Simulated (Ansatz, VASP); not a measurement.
This is a calculation of B for VASP 6.6.1.

Contents of INCAR:

```
SYSTEM = B
PREC     = Accurate       ! precision mode
ENCUT    = 520            ! plane-wave cutoff, eV
EDIFF    = 1E-7           ! SCF threshold, eV
ISMEAR   = -1             ! smearing method
SIGMA    = 0.05           ! smearing width, eV
LREAL    = .FALSE.        ! projectors in reciprocal space
LASPH    = .TRUE.         ! aspherical terms in the spheres
NELM     = 80             ! most SCF steps
ALGO     = Normal         ! electronic algorithm
ISIF     = 2              ! what is computed and relaxed
LWAVE    = .FALSE.        ! write WAVECAR
LCHARG   = .FALSE.        ! write CHGCAR
GGA      = PE             ! functional
NBANDS   = 8              ! bands
```

KPOINTS

```
regular mesh
0
G
  14 14 14
  0 0 0
```

The input POSCAR:

```
B
1.0
    1.8597606604      0.0000000000      0.0000000000
    0.0000000000      1.8597606604      0.0000000000
    0.0000000000      0.0000000000      1.8597606604
B
1
Direct
    0.5000000000      0.5000000000      0.5000000000
```

Potentials or basis: VASP PAW PBE potentials, release 64 (B).

Command:

```console
$ cat potpaw_PBE.64/B/POTCAR > POTCAR
$ mpirun -np 1 vasp_std > vasp.out
```

Translate it to Ansatz 0.2.0. Potentials there: Ansatz PAW.

As run (the cutoff follows the program's own potentials):

input.yaml

```yaml
crystal:
  lattice:
    - [1.8597606604, 0.0, 0.0]
    - [0.0, 1.8597606604, 0.0]
    - [0.0, 0.0, 1.8597606604]
  atoms:
    - { symbol: B, position: [0.5, 0.5, 0.5] }
hamiltonian:
  xc: pbe
  pseudopotentials: { kind: paw }
kpoints:
  mp_grid: { grid: [14, 14, 14] }
scf:
  occupations: { method: fermi_dirac, width: 0.05 }
output:
  forces: true
  stress: true
  eigenvalues: true
```

Potentials or basis: Ansatz PAW.

Launch:

```console
$ ansatz run input.yaml --threads 1 --pin off --max-ram 3584MiB --backend cpu --events-out ev --progress --plain --runs-dir out
```

Both were run:

|  | VASP | Ansatz | Ansatz less VASP |
| --- | --- | --- | --- |
| gap on the k mesh at the Fermi level (eV) | none | none | - |
| pressure (GPa) | 10.7 | 10.7 | -0.04 |

A gap of «none» marks a metal or a gap that the smearing closes.

Caveats: the pressure holds a Pulay correction of +0.3 GPa for the finite cutoff (Ansatz).
